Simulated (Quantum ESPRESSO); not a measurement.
# Os: zone-centre phonons under several settings

```xyz
2
Lattice="2.7341 0.0000 0.0000 -1.3671 2.3678 0.0000 0.0000 0.0000 4.3197" Properties=species:S:1:pos:R:3 pbc="T T T"
Os    1.3671    0.7893    3.2398
Os    0.0000    1.5785    1.0799
```

All runs used Quantum ESPRESSO 7.5; potentials PseudoDojo 0.4.1 SR PBE standard; k mesh 11 × 11 × 6; no spin polarisation; cutoff 1007 eV.

```csv
level,geometry,occupations,volume (Å³/atom),pressure (GPa),lowest optical mode without the field (cm⁻¹),highest optical mode without the field (cm⁻¹)
PBE+D3(BJ),relaxed cell,"cold, width 0.272 eV",14.00,0.0,150,222
RPBE,"given cell, atoms relaxed","methfessel-paxton, width 0.272 eV",13.98,?,?,?
```

Problem. What stands in the row left open?

Solution. Pressure 12.2 GPa; lowest optical mode without the field 152 cm⁻¹; highest optical mode without the field 226 cm⁻¹.

Caveats: the mesh is thin for the phonons of a metal; pairwise dispersion overbinds metals, which lowers pressure and volume (some runs); the potentials were made for another functional, which shifts forces and pressure (some runs); the cell is more than 3 GPa from zero pressure, which shifts response properties (some runs).

For the row left open. Caveat: the mesh is thin for the phonons of a metal; the potentials were made for another functional, which shifts forces and pressure; the cell is more than 3 GPa from zero pressure, which shifts response properties.
